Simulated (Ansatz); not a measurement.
**Pt (Fm-3m), symmetry broken, then relaxed**

Level of theory: Ansatz, DFT PBE, scalar-relativistic, plane waves, PAW. The runs took a 420 eV cutoff, a Γ-centred 12×12×14 mesh and Gaussian smearing (0.15 eV). Spin–orbit coupling is left out, which can shift energies with elements as heavy as these. No spin polarisation. Energies are free energies at this smearing, counted from the undisturbed cell; pressure is positive in compression.

Zero of the scan (relaxed at this level):

```
Pt
1.0
     0.00000   -1.98506   -1.98506
    -1.98506    0.00000   -1.98506
     1.98506    1.98506   -3.97011
Pt
2
Direct
  0.50000 0.50000 0.50000
  0.00000 0.00000 0.00000
```

The atoms are displaced (Å, in the unstrained cell):

```tsv
atom	ux	uy	uz
Pt1	0.257	-0.125	-0.165
Pt2	-0.257	0.125	0.165
```

Cell and atoms are then relaxed.

Does the relaxation return to the undisturbed structure?

Yes (up to a choice of domain or origin): same space group and volume, and an energy -0.1 meV/atom from it. The disturbance itself cost 813.9 meV/atom. The final space group reads Fm-3m (tolerance 0.05 Å) and the volume changes by 0.03 %.

Final structure:

```
CELL_PARAMETERS angstrom
0.00014 -1.98329 -1.98198
-1.98322 0.00024 -1.98208
1.99256 1.99293 -3.97375
ATOMIC_POSITIONS crystal
Pt 0.50010 0.49996 0.50001
Pt 0.99990 0.00004 0.99999
```

The relaxation, step by step (energy from the first step; small jumps at an unchanged geometry come where the plane waves are selected anew for the new cell):

| step | ΔE (meV/atom) | largest force component (eV/Å) | pressure (GPa) |
| --- | --- | --- | --- |
| 1 | 0.0 | 6.086 | 31.74 |
| 2 | -701.5 | 0.732 | -0.68 |
| 3 | -806.2 | 0.082 | -2.03 |
| 4 | -813.6 | 0.009 | 1.23 |
| 5 | -814.0 | 0.001 | 0.04 |
| 6 | -814.0 | 0.001 | 0.03 |

Frames along the relaxation (Å, eV/Å):

```xyz
2
Lattice="0.000 -1.985 -1.985 -1.985 0.000 -1.985 1.985 1.985 -3.970" Properties=species:S:1:pos:R:3:forces:R:3 pbc="T T T" step=1
Pt    0.257   -0.125   -4.135   -5.768   -1.977    6.086
Pt   -0.257    0.125    0.165    5.768    1.977   -6.086
2
Lattice="0.034 -2.021 -2.023 -1.979 0.004 -1.993 1.997 1.949 -4.008" Properties=species:S:1:pos:R:3:forces:R:3 pbc="T T T" step=2
Pt    0.147   -0.227   -4.052   -0.133    0.732   -0.243
Pt   -0.121    0.193    0.040    0.133   -0.732    0.243
2
Lattice="-0.003 -1.995 -1.962 -1.966 -0.014 -1.951 2.070 2.067 -3.992" Properties=species:S:1:pos:R:3:forces:R:3 pbc="T T T" step=3
Pt    0.058    0.005   -3.969   -0.050    0.082    0.078
Pt   -0.008    0.024    0.017    0.050   -0.082   -0.078
2
Lattice="-0.004 -1.981 -1.974 -1.984 -0.002 -1.977 1.992 1.996 -3.959" Properties=species:S:1:pos:R:3:forces:R:3 pbc="T T T" step=4
Pt    0.001    0.008   -3.954    0.005   -0.009   -0.008
Pt    0.001   -0.002   -0.001   -0.005    0.009    0.008
2
Lattice="0.000 -1.983 -1.982 -1.983 0.000 -1.982 1.993 1.993 -3.974" Properties=species:S:1:pos:R:3:forces:R:3 pbc="T T T" step=5
Pt    0.005    0.005   -3.969   -0.001    0.001    0.001
Pt    0.000    0.000    0.000    0.001   -0.001   -0.001
2
Lattice="0.000 -1.983 -1.982 -1.983 0.000 -1.982 1.993 1.993 -3.974" Properties=species:S:1:pos:R:3:forces:R:3 pbc="T T T" step=6
Pt    0.005    0.005   -3.969   -0.001    0.001    0.001
Pt    0.000    0.000    0.000    0.001   -0.001   -0.001
```